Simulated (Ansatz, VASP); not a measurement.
## PbO: VASP beside Ansatz

```
Pb O
1.0
     3.87504    0.00000    0.00000
     0.00000    3.87504    0.00000
     0.00000    0.00000    4.89645
Pb O
2 2
Direct
  0.00000 0.50000 0.23510
  0.50000 0.00000 0.76490
  0.00000 0.00000 0.00000
  0.50000 0.50000 0.00000
```

Change from the starting cell: strain -0.025 along x and y, -0.025 along z, atoms carried along.

Alike in both runs: task single point; functional PBE; k mesh 8 × 8 × 6; occupations gaussian, width 0.05 eV; no spin polarisation.

|  | VASP | Ansatz |
| --- | --- | --- |
| version | VASP 6.6.1 | Ansatz 0.2.0 |
| potentials or method | VASP PAW PBE potentials, release 64 (Pb_d, O) | scalar-relativistic, plane waves, PAW |
| plane-wave cutoff (eV) | 520 | 420 |
| valence electrons in the cell | 40 | 40 |

|  | VASP | Ansatz | Ansatz less VASP |
| --- | --- | --- | --- |
| gap on the k mesh at the Fermi level (eV) | 1.10 | 1.09 | -0.010 |
| least direct gap on the mesh (eV) | 2.41 | 2.43 | +0.019 |
| pressure (GPa) | 13.4 | 13.3 | -0.14 |
| largest component of the traceless stress (GPa) | 1.73 | 1.71 | -0.016 |
| rms of the force components (eV/Å) | 0.691 | 0.668 | -0.0224 |

Atom by atom the forces differ by 0.022 eV/Å (rms over components). With one functional, cell and mesh, what is left measures potentials, basis and numerics.

Caveats: spin-orbit coupling is left out, which as a rule narrows the gap of such compounds by several tenths of an eV; forces of over 1 eV/Å show positions far from the minimum, so gaps and moduli don't describe the material at rest. A k mesh can miss the band edges.
